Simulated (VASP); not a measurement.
# Cs (I4/mmm) in VASP: notebook

One crystal, Cs, is run at these levels: PBE; tasks: single point.

Everything below comes from runs of VASP 6.6.1. Logs are shortened: lines on timing, memory, paths and dates and some standing lists are left out, and cuts for length are marked.

### Step 1. The cell of the first run

It takes space group I4/mmm (No. 139, tetragonal). The conventional cell has a = 6.045 Å, b = 6.045 Å, c = 6.838 Å, α = 90.00°, β = 90.00°, γ = 90.00°.

This isn't the form of Cs at room conditions, which is bcc.

### Step 2. Single point, PBE (strain +0.1312 x Voigt [0, 1, 0, 0, 0, 0], atoms carried along)

Contents of INCAR:

```
SYSTEM = Cs
PREC = Accurate
ENCUT = 520
EDIFF = 1E-7
ISMEAR = 0
SIGMA = 0.15
LREAL = .False.
LASPH = .True.
NELM = 100
ALGO = Fast
ISIF = 2
LWAVE = .False.
LCHARG = .False.
GGA = PE
NBANDS = 10
```

Contents of KPOINTS:

```
Automatic mesh
0
Gamma
  12 12 12
  0 0 0
```

Contents of POSCAR:

```
Cs
1.0
   -3.0225000000      3.4190520000      3.0225000000
    3.0225000000     -3.4190520000      3.0225000000
    3.0225000000      3.4190520000     -3.0225000000
Cs
1
Direct
    0.0000000000      0.0000000000      0.0000000000
```

Potentials or basis: VASP PAW PBE potentials, release 64 (Cs_sv).

Started as:

```console
$ cat potpaw_PBE.64/Cs_sv/POTCAR > POTCAR
$ mpirun -np 1 vasp_std > vasp.out
```

OUTCAR:

```text
SYSTEM = Cs
   PREC = Accurate
   ENCUT = 520
   EDIFF = 1E-7
   ISMEAR = 0
   LREAL = .False.
   LASPH = .True.
   NELM = 100
   ISIF = 2
   GGA = PE

 ion  position               nearest neighbor table
   1  0.000  0.000  0.000-

  LATTYP: Found a body centered tetragonal cell.
 ALAT       =     6.0450000000
 C/A-ratio  =     1.1312000000

  Lattice vectors:

 A1 = (  -3.0225000000,  -3.4190520000,   3.0225000000)
 A2 = (   3.0225000000,  -3.4190520000,  -3.0225000000)
 A3 = (   3.0225000000,   3.4190520000,   3.0225000000)

Analysis of symmetry for initial positions (statically):
=====================================================================
 Subroutine PRICEL returns:
 Original cell was already a primitive cell.

 Routine SETGRP: Setting up the symmetry group for a
 body centered tetragonal supercell.

 Subroutine GETGRP returns: Found 16 space group operations
 (whereof 16 operations were pure point group operations)
 out of a pool of 16 trial point group operations.

The static configuration has the point symmetry D_4h.

Analysis of symmetry for dynamics (positions and initial velocities):
=====================================================================
 Subroutine PRICEL returns:
 Original cell was already a primitive cell.

 Routine SETGRP: Setting up the symmetry group for a
 body centered tetragonal supercell.

 Subroutine GETGRP returns: Found 16 space group operations
 (whereof 16 operations were pure point group operations)
 out of a pool of 16 trial point group operations.

The dynamic configuration has the point symmetry D_4h.

 Subroutine INISYM returns: Found 16 space group operations
 (whereof 16 operations are pure point group operations),
 and found     1 'primitive' translations

----------------------------------------------------------------------------------------

                                     Primitive cell

  volume of cell :     124.9391

  direct lattice vectors                    reciprocal lattice vectors
    -3.022500000  3.419052000  3.022500000     0.000000000  0.146239367  0.165425972
     3.022500000 -3.419052000  3.022500000     0.165425972  0.000000000  0.165425972
     3.022500000  3.419052000 -3.022500000     0.165425972  0.146239367  0.000000000

  length of vectors
     5.473657742  5.473657742  5.473657742     0.220797882  0.233947653  0.220797882

  position of ions in fractional coordinates (direct lattice)
     0.000000000  0.000000000  0.000000000

  ion indices of the primitive-cell ions
   primitive index   ion index
                 1           1

----------------------------------------------------------------------------------------

 KPOINTS: Automatic mesh

Automatic generation of k-mesh.
 Grid dimensions read from file:
 generate k-points for:   12   12   12

 Generating k-lattice:

  Cartesian coordinates                     Fractional coordinates (reciprocal lattice)
     0.000000000  0.012186614  0.013785498     0.083333333  0.000000000  0.000000000
     0.013785498  0.000000000  0.013785498     0.000000000  0.083333333  0.000000000
     0.013785498  0.012186614  0.000000000     0.000000000  0.000000000  0.083333333

  Length of vectors
     0.018399823  0.019495638  0.018399823

  Shift w.r.t. Gamma in fractional coordinates (k-lattice)
     0.000000000  0.000000000  0.000000000

 Subroutine IBZKPT returns following result:
 ===========================================

 Found    163 irreducible k-points:

 Following reciprocal coordinates:
            Coordinates               Weight
  0.000000  0.000000  0.000000      1.000000
  0.083333  0.000000  0.000000      8.000000
  0.166667  0.000000  0.000000      8.000000
  0.250000  0.000000  0.000000      8.000000
  0.333333  0.000000 -0.000000      8.000000
  0.416667  0.000000 -0.000000      8.000000
[... 16 lines left out ...]
  0.333333  0.166667 -0.000000     16.000000
  0.416667  0.166667  0.000000     16.000000
 [... further k-points ...]
   k-points           NKPTS =    163   k-points in BZ     NKDIM =    163   number of bands    NBANDS=     10
   number of dos      NEDOS =    301   number of ions     NIONS =      1
   total plane-waves  NPLWV =  74088
   dimension x,y,z NGX =    42 NGY =   42 NGZ =   42
   dimension x,y,z NGXF=    84 NGYF=   84 NGZF=   84
   ions per type =               1
   NGX,Y,Z   is equivalent  to a cutoff of  12.76, 12.76, 12.76 a.u.
   NGXF,Y,Z  is equivalent  to a cutoff of  25.51, 25.51, 25.51 a.u.
 SYSTEM =  Cs
   PREC   = accura    normal or accurate (medium, high low for compatibility)
   ISTART =      0    job   : 0-new  1-cont  2-samecut
   ICHARG =      2    charge: 1-file 2-atom 10-const
   ISPIN  =      1    spin polarized calculation?
   LNONCOLLINEAR =      F non collinear calculations
   LSORBIT =      F    spin-orbit coupling
   LASPH  =      T    aspherical Exc in radial PAW
   ENCUT  =  520.0 eV  38.22 Ry    6.18 a.u.  10.18 10.18 10.18*2*pi/ulx,y,z
   NELM   =    100;   NELMIN=  2; NELMDL= -5     # of ELM steps
   EDIFF  = 0.1E-06   stopping-criterion for ELM
   LREAL  =      F    real-space projection
   EDIFFG = 0.1E-05   stopping-criterion for IOM
   NSW    =      0    number of steps for IOM
   IBRION =     -1    ionic relax: 0-MD 1-quasi-New 2-CG
   NFREE  =      0    steps in history (QN), initial steepest desc. (CG)
   ISIF   =      2    stress and relaxation
   ISYM   =      2    0-nonsym 1-usesym 2-fastsym
   POTIM  = 0.5000    time-step for ionic-motion
   TEBEG  =    0.0;   TEEND  =   0.0 temperature during run
   PSTRESS=    0.0 pullay stress
   NELECT =       9.0000    total number of electrons
   NUPDOWN=      -1.0000    fix difference up-down
   EMIN   =  10.00;   EMAX   =-10.00  energy-range for DOS
   EFERMI =   0.00;   METHOD = LEGACY
   ISMEAR =     0;   SIGMA  =   0.15  broadening in eV -4-tet -1-fermi 0-gaus
   EFERMI_NEDOS =   21; number of points for ismear=-14 and -15
   IALGO  =     68    algorithm
   IMIX   =      4    mixing-type and parameters
     AMIX     =   0.40;   BMIX     =  1.00
     AMIX_MAG =   1.60;   BMIX_MAG =  1.00
  volume/ion in A,a.u.               =     124.94       843.13
  Fermi-wavevector in a.u.,A,eV,Ry     =   0.681171  1.287227  6.313023  0.463994
  Thomas-Fermi vector in A             =   1.759876
   LORBIT       =      0    0 simple, 1 ext, 2 COOP (PROOUT), +10 PAW based schemes
   GGA     = PE    functional components
   LHFCALC =     F    Hartree Fock is set to
   AEXX    =    0.0000 exact exchange contribution
   IVDW    =     0    specifies the selected vdW correction
   LEPSILON=     F    determine dielectric tensor
   LRPA    =     F    only Hartree local field effects (RPA)
 non-spin polarized calculation
 RMM-DIIS sequential band-by-band and
 Gauss-broadening in eV      SIGMA  =   0.15
  energy-cutoff  :      520.00
  volume of cell :      124.94
 maximum number of plane-waves:      3381
 NGX is ok and might be reduce to    42
   NGX = 21   NGY = 21   NGZ = 21

 number of electron       9.0000000 magnetization

 Free energy of the ion-electron system (eV)
  ---------------------------------------------------
  ext. energy  EPLUGINS =         0.00000000
  ---------------------------------------------------
  free energy    TOTEN  =        -0.85411432 eV

  energy without entropy =       -0.83884843  energy(sigma->0) =       -0.84648137

 E-fermi :   0.2551     XC(G=0):  -5.2032

 val. band max:        0.2495925619   @ k =   0.5000   0.0833   0.0000
 cond. band min:       0.2557232197   @ k =   0.3333  -0.3333   0.3333
 fundamental gap:      0.0061306578
 Fermi energy:         0.2551071660

 k-point     1 :       0.0000    0.0000    0.0000
  band No.  band energies     occupation
      1     -23.6509      2.00000
      2     -10.4049      2.00000
      3     -10.4049      2.00000
      4     -10.4047      2.00000
      5      -1.3387      2.00000
      6       2.5903      0.00000
      7       2.5903      0.00000
      8       3.0257      0.00000
      9       3.1671      0.00000
     10       3.7779      0.00000

 k-point     2 :       0.0833    0.0000    0.0000
  band No.  band energies     occupation
      1     -23.6506      2.00000
      2     -10.4119      2.00000
      3     -10.4068      2.00000
      4     -10.4048      2.00000
      5      -1.2701      2.00000
      6       2.5259      0.00000
      7       2.5964      0.00000
      8       3.0140      0.00000
      9       3.1032      0.00000
     10       3.7105      0.00000

 k-point     3 :       0.1667    0.0000    0.0000
  band No.  band energies     occupation
      1     -23.6498      2.00000
      2     -10.4312      2.00000
      3     -10.4122      2.00000
      4     -10.4049      2.00000
      5      -1.0703      2.00000
      6       2.2718      0.00000
      7       2.5307      0.00000
      8       3.0858      0.00000
      9       3.1076      0.00000
     10       3.6074      0.00000

 k-point     4 :       0.2500    0.0000    0.0000
  band No.  band energies     occupation
      1     -23.6488      2.00000
      2     -10.4572      2.00000
      3     -10.4196      2.00000
      4     -10.4050      2.00000
      5      -0.7573      2.00000
      6       1.9040      0.00000
      7       2.3771      0.00000
      8       3.1498      0.00000
      9       3.3948      0.00000
     10       3.5805      0.00000
[... 222 lines left out ...]
 k-point    22 :       0.2500    0.1667   -0.0000
  band No.  band energies     occupation
      1     -23.6472      2.00000
      2     -10.4840      2.00000
      3     -10.4333      2.00000
      4     -10.4149      2.00000
      5      -0.1218      1.99962
      6       1.4926      0.00000
      7       1.9739      0.00000
      8       3.1156      0.00000
      9       3.7477      0.00000
     10       3.9762      0.00000

 k-point    23 :       0.3333    0.1667   -0.0000
  band No.  band energies     occupation
      1     -23.6465      2.00000
      2     -10.4957      2.00000
      3     -10.4414      2.00000
      4     -10.4145      2.00000
      5       0.2941      0.71303
      6       1.1731      0.00000
      7       1.8912      0.00000
      8       3.0720      0.00000
      9       3.8406      0.00000
     10       4.1182      0.00000

 k-point    24 :       0.4167    0.1667    0.0000
  band No.  band energies     occupation
      1     -23.6463      2.00000
      2     -10.4991      2.00000
      3     -10.4449      2.00000
      4     -10.4134      2.00000
      5       0.5106      0.01601
      6       1.0015      0.00000
      7       1.8508      0.00000
      8       3.0238      0.00000
      9       3.8624      0.00000
     10       4.1511      0.00000

 [... further k-points ...]

------------------------ aborting loop because EDIFF is reached ----------------------------------------

  FORCE on cell =-STRESS in cart. coord.  units (eV):
  Direction    XX          YY          ZZ          XY          YZ          ZX
  --------------------------------------------------------------------------------------
  -------------------------------------------------------------------------------------
  Total       -0.0938936     -0.0909472     -0.0938936     -0.0000000      0.0000000      0.0000000
  in kB       -1.2040602     -1.1662766     -1.2040602     -0.0000000      0.0000000      0.0000000
  external PRESSURE =      -1.1914657 kB  Pullay stress =       0.0000000 kB

 VOLUME and BASIS-vectors are now :
 -----------------------------------------------------------------------------
  energy-cutoff  :      520.00
  volume of cell :      124.94
      direct lattice vectors                 reciprocal lattice vectors
    -3.022500000  3.419052000  3.022500000     0.000000000  0.146239367  0.165425972
     3.022500000 -3.419052000  3.022500000     0.165425972  0.000000000  0.165425972
     3.022500000  3.419052000 -3.022500000     0.165425972  0.146239367  0.000000000

 POSITION                                       TOTAL-FORCE (eV/Angst)
 -----------------------------------------------------------------------------------
      0.00000      0.00000      0.00000         0.000000      0.000000     -0.000000
 -----------------------------------------------------------------------------------
    total drift:                               -0.000000      0.000000      0.000000

  FREE ENERGIE OF THE ION-ELECTRON SYSTEM (eV)
  ---------------------------------------------------
  free  energy   TOTEN  =        -0.8541143158 eV

  energy  without entropy=       -0.8388484335  energy(sigma->0) =       -0.84648137
```

Wall time 3 min (1 thread of Intel Xeon Platinum 8259CL at 2.50GHz (Skylake/Cascade Lake), shared host); peak memory 0.38 GiB.

What came out:

```yaml
Free_energy: -0.8541 eV
Pressure: -0.1 GPa
Band_gap_on_the_k_mesh: none (metal or under the smearing width)
```

### Step 3. Single point, PBE (strain +0.0375 x Voigt [0, 1, 0, 0, 0, 0], atoms carried along)

Contents of INCAR:

```
SYSTEM = Cs
ALGO = Fast
EDIFF = 1E-7
ENCUT = 520
GGA = PE
ISIF = 2
ISMEAR = 0
LASPH = .True.
LCHARG = .False.
LREAL = .False.
LWAVE = .False.
NBANDS = 10
NELM = 100
PREC = Accurate
SIGMA = 0.15
```

Contents of KPOINTS:

```
k-points
0
Gamma
  12 12 12
  0 0 0
```

Contents of POSCAR:

```
Cs
1.0
   -3.0225000000      3.1358437500      3.0225000000
    3.0225000000     -3.1358437500      3.0225000000
    3.0225000000      3.1358437500     -3.0225000000
Cs
1
Direct
    0.0000000000      0.0000000000      0.0000000000
```

Potentials or basis: VASP PAW PBE potentials, release 64 (Cs_sv).

Started as:

```console
$ cat potpaw_PBE.64/Cs_sv/POTCAR > POTCAR
$ mpirun -np 1 vasp_std > vasp.out
```

It took 2.3 min on 1 thread of Intel Xeon Platinum 8259CL at 2.50GHz (Skylake/Cascade Lake), shared host; peak memory 0.36 GiB.

The run converged. Its results:

```
Free energy            : -0.8569 eV
Pressure               : 0.0 GPa
Band gap on the k mesh : none (metal or under the smearing width)
```

Levels at points of the mesh, in eV from the Fermi level:
```tsv
k point	band 1	band 2	band 3	band 4	band 5	band 6	band 7	band 8	band 9
(0.00, 0.00, 0.00)	-23.86	-10.60	-10.60	-10.60	-1.68	2.45	2.45	2.60	3.25
(0.50, 0.00, 0.00)	-23.85	-10.74	-10.64	-10.60	0.02	0.85	1.70	3.13	3.79
(0.00, 0.50, 0.00)	-23.85	-10.74	-10.65	-10.60	0.06	0.93	1.54	3.30	3.88
(0.50, 0.50, 0.50)	-23.84	-10.70	-10.69	-10.69	0.61	0.68	2.83	3.12	3.12
```
